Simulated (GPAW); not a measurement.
CdS (Greenockite):

```
Cd S
1.0
     4.15000    0.00000    0.00000
    -2.07500    3.59401    0.00000
     0.00000    0.00000    6.73700
Cd S
2 2
Cartesian
  2.0750 1.1980 3.3685
  0.0000 2.3960 0.0000
  2.0750 1.1980 5.8949
  0.0000 2.3960 2.5264
```

| Property | Result |
| --- | --- |
| Program | GPAW 26.7.0 |
| Task | relaxation of cell and atoms |
| Functional | OLYP |
| Dispersion | D4 |
| Potentials or basis | PAW data sets generated in the run's folder for this functional |
| Cutoff | 600 eV |
| Basis | pw |
| k mesh | 5 × 5 × 3 |
| Occupations | fermi-dirac, width 0.05 eV |
| Spin | no spin polarisation |

At the start: pressure -1.6 GPa; volume 25.12 Å³/atom.

Q: Where does the relaxation end?

A: Over 6 steps the energy falls by 3.7 meV/atom and the volume is 24.41 Å³/atom (-2.8 %); space group P6_3mc (No. 186, to 0.05 Å).

The path:
```
step  energy change (eV)  largest force (eV/Å)  pressure (GPa)  volume (Å³)
   1              0.0000                0.0661           -1.58       100.48
   2             -0.0027                0.0550           -1.45       100.22
   3             -0.0142                0.0480           -0.06        97.70
   4             -0.0144                0.0365           -0.10        97.77
   5             -0.0147                0.0080           -0.09        97.75
   6             -0.0147                0.0007           -0.03        97.65
```

Final structure:
```cif
data_structure
_symmetry_space_group_name_H-M 'P 1'
_symmetry_Int_Tables_number 1
_cell_length_a 4.1086
_cell_length_b 4.1086
_cell_length_c 6.6797
_cell_angle_alpha 90.000
_cell_angle_beta 90.000
_cell_angle_gamma 120.000
_cell_volume 97.65
loop_
_atom_site_label
_atom_site_type_symbol
_atom_site_fract_x
_atom_site_fract_y
_atom_site_fract_z
_atom_site_occupancy
Cd1 Cd 0.66667 0.33333 0.49917 1
Cd2 Cd 0.33333 0.66667 0.99918 1
S1 S 0.66667 0.33333 0.87582 1
S2 S 0.33333 0.66667 0.37582 1
```

Caveat: later steps reuse the first step's grids.
